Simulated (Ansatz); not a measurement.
# NbN: ideal fracture toughness from elastic constants and surface energies

Plane-wave DFT in Ansatz with scalar-relativistic PAW potentials. The crystal relaxes under PBE to Fm-3m with a = 4.422 Å, 10.81 Å³/atom. No spin polarisation.

Elastic constants with relaxed ions (PBEsol, cell Fm-3m with a = 4.382 Å, 420 eV, 16×16×16 k points) give Hill averages B = 332 GPa, G = 138 GPa, E = 363 GPa and ν = 0.318. Slabs with like faces (PBE) give, in J/m²:
| face, outer plane | planes | as cut | relaxed |
| --- | --- | --- | --- |
| (100) NbN | 6 | 1.59 | 0.80 |

Problem. Estimate the Griffith toughness for cleavage on the cheapest of these faces, and the stress that breaks a crystal with an inner crack of half-length 1 μm.

Solution. The cheapest face computed is (100) NbN, γ = 0.80 J/m². A crack makes two faces, so G_c = 2γ = 1.59 J/m². In plane strain K_Ic = √(2γE/(1 − ν²)) = 0.80 MPa √m (1.13 with the unrelaxed γ). With σ_f = K_Ic/√(πa) and a = 1 μm the crystal breaks at 453 MPa. The estimate takes isotropic averages for a single crystal and only the faces computed, and it counts no plastic work. Zener's ratio is 0.29, so the isotropic E is rough for this face. Pugh's ratio G/B = 0.42 is under 0.5, on the ductile side, where dislocations are likely to blunt the crack and real toughness is far higher.